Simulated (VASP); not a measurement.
Au: band structure with r2SCAN

Au:

```
Au
1.0
     2.74841    0.00000    0.00000
     0.00000    2.74841    0.00000
     0.00000    0.00000    2.74841
Au
1
Direct
  0.50000 0.50000 0.50000
```

The cell was built by a generator and needn't be a form met in nature.

```yaml
Program: VASP 6.6.1
Task: band structure
Functional: r2SCAN
Potentials_or_basis: VASP PAW PBE potentials, release 64 (Au)
Cutoff: 520 eV
k_mesh: 10 × 10 × 10
Occupations: fermi-dirac, width 0.05 eV
Spin: no spin polarisation
Further_INCAR_settings: ALGO = Normal; EDIFF = 1e-06
```

| Quantity | Value |
| --- | --- |
| Pressure | -3.0 GPa |
| Band gap along the path | none (metal or under the smearing width) |

Levels at the corners of the path, in eV from the Fermi level:
| point | band 3 | band 4 | band 5 | band 6 | band 7 | band 8 |
| --- | --- | --- | --- | --- | --- | --- |
| Γ | -5.90 | -1.66 | -1.66 | -1.66 | 14.39 | 14.39 |
| X | -3.11 | -3.11 | -1.52 | -0.29 | 2.06 | 17.15 |
| X | -3.11 | -3.11 | -1.52 | -0.29 | 2.06 | 17.15 |
| M | -2.86 | -2.86 | -0.42 | 4.07 | 4.07 | 6.58 |
| M | -2.86 | -2.86 | -0.42 | 4.07 | 4.07 | 6.58 |
| Γ | -5.90 | -1.66 | -1.66 | -1.66 | 14.39 | 14.39 |
| Γ | -5.90 | -1.66 | -1.66 | -1.66 | 14.39 | 14.39 |
| R | -5.16 | -0.33 | -0.33 | 8.73 | 8.73 | 8.73 |
| R | -5.16 | -0.33 | -0.33 | 8.73 | 8.73 | 8.73 |
| X | -3.11 | -3.11 | -1.52 | -0.29 | 2.06 | 17.15 |
| M | -2.86 | -2.86 | -0.42 | 4.07 | 4.07 | 6.58 |
| R | -5.16 | -0.33 | -0.33 | 8.73 | 8.73 | 8.73 |

Wall time 40 s on 1 thread of Intel(R) Xeon(R) Platinum 8375C CPU @ 2.90GHz (Ice Lake), on a shared host, peak memory 0.14 GiB.

Caveat: the PAW data sets were made with another functional, which shifts forces and pressure a little; spin-orbit coupling is left out, which moves the levels of the heavy elements.
